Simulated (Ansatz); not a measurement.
PbS:

```
Pb S
1.0
     4.08970    0.00000    0.00000
    -2.04485    3.54178    0.00000
     0.00000    0.00000    3.78817
Pb S
1 1
Cartesian
  0.0000 0.0000 0.0000
  2.0448 1.1806 1.8941
```

Measurements of this composition are mostly on another form, of space group No. 225.

```yaml
Program: Ansatz 0.2.0
Task: relaxation of cell and atoms
Functional: RPBE
Potentials_or_basis: Ansatz PAW
Cutoff: "420 eV (not typed: the program's choice for these potentials)"
k_mesh: 8 × 8 × 7
Occupations: fermi-dirac, width 0.05 eV
Spin: no spin polarisation
```

At the start: volume 27.44 Å³/atom.

How do energy, volume and symmetry change on relaxing?

It ends after 4 steps and the volume is 28.56 Å³/atom (+4.1 %); space group P-6m2 (No. 187, to 0.05 Å).

Step by step:
```
step  energy change (eV)  largest force (eV/Å)  volume (Å³)
   1              0.0000                0.0000        54.87
   2             -0.0108                0.0000        57.79
   3             -0.0121                0.0000        57.12
   4             -0.0123                0.0000        57.12
```

Final structure:
```xyz
2
Lattice="4.1551 0.0000 0.0000 -2.0775 3.5984 0.0000 0.0000 0.0000 3.8202" Properties=species:S:1:pos:R:3 pbc="T T T"
Pb    0.0000    0.0000    0.0000
S     2.0775    1.1995    1.9101
```

Caveat: the plane-wave basis is chosen anew once the cell has moved, so the energies of steps on either side of that aren't comparable; the PAW data sets come from PBE, with cores solved anew for the run's functional, which leaves a small shift of forces and pressure.
